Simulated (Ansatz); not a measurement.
Gas-phase electronic energies from Ansatz, PBE0-D4/def2-TZVP geometries. CCSD(T)/CBS is the MP2 limit (def2-TZVPP, def2-QZVPP) plus CCSD(T) − MP2 in def2-TZVPP, frozen cores. Functionals use def2-TZVPP. For Br outer-core shells are correlated without core-valence functions, which leaves a few kJ/mol of doubt a bond. Scalar relativity is left out up to krypton. Each species was taken in one conformer, which may not be the lowest.

`CO[Si](O)([SiH3])Br` + `NC(N)=O` → `NC(=O)N[SiH3]` + `CO[SiH](O)Br`  (cleavage of the Si–Si bond)

| level | ΔE (kJ/mol) |
| --- | --- |
| PBE-D4 | -33.2 |
| MP2/def2-TZVPP | -64.0 |
| HF/def2-QZVPP | -74.6 |
| HF/CBS(def2) | -74.9 |

Q: What does CCSD(T)/CBS give? (Estimate.)

A: The calculation gave: -56.8 kJ/mol. The listed levels differ from it by 23.6, -7.2, -17.8, -18.1 kJ/mol.

Largest T1 diagnostic among the species: 0.014.

The D4 term adds +3.7 kJ/mol with B3LYP and +2.4 kJ/mol with PBE0; it sums over pairs of atoms, weighted by their polarisabilities, and B3LYP, whose exchange is more repulsive, gets the larger term. In def2-TZVPP, CCSD(T) changes the Hartree–Fock value by +15.4 kJ/mol (the triples alone add +2.2 kJ/mol) and MP2 by +8.7 kJ/mol.

B3LYP here is the variant with VWN-RPA as its local correlation; programs differ in this.

CCSD(T)/CBS has its own doubt, a few kJ/mol and more with outer-core shells, so smaller differences from it don't rank the levels.
